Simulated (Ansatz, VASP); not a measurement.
## One calculation of MgO, two programs

```
Mg O
1.0
     3.41316    0.00000    0.00000
    -1.70658    2.95589    0.00000
     0.00000    0.00000    4.39061
Mg O
2 2
Direct
  0.68279 0.36558 0.75000
  0.31721 0.63442 0.25000
  0.65479 0.30959 0.25000
  0.34521 0.69041 0.75000
```

Change from the starting cell: mode 5 frozen in at +0.098 Å, strain +e along z and -e/2 along x and y +0.0467.

Alike in both runs: task single point; functional PBEsol; k mesh 9 × 9 × 6; occupations gaussian, width 0.05 eV; no spin polarisation.

|  | VASP | Ansatz |
| --- | --- | --- |
| version | VASP 6.6.1 | Ansatz 0.2.0 |
| potentials or method | VASP PAW PBE potentials, release 64 (Mg, O) | scalar-relativistic, plane waves, PAW |
| plane-wave cutoff (eV) | 520 | 520 |
| valence electrons in the cell | 16 | 32 |

|  | VASP | Ansatz | Ansatz less VASP |
| --- | --- | --- | --- |
| gap on the k mesh at the Fermi level (eV) | 3.14 | 3.15 | +0.009 |
| least direct gap on the mesh (eV) | 3.14 | 3.15 | +0.009 |
| pressure (GPa) | 0.8 | 1.2 | +0.36 |
| largest component of the traceless stress (GPa) | 6.69 | 6.56 | -0.126 |
| rms of the force components (eV/Å) | 0.284 | 0.281 | -0.0031 |

Atom by atom the forces differ by 0.003 eV/Å (rms over components). The two sets of potentials don't hold the same shells in valence. Ansatz warned: «pseudo_functional_mismatch».

Caveats: the PAW data sets were made with another functional, which shifts forces and pressure a little (VASP).
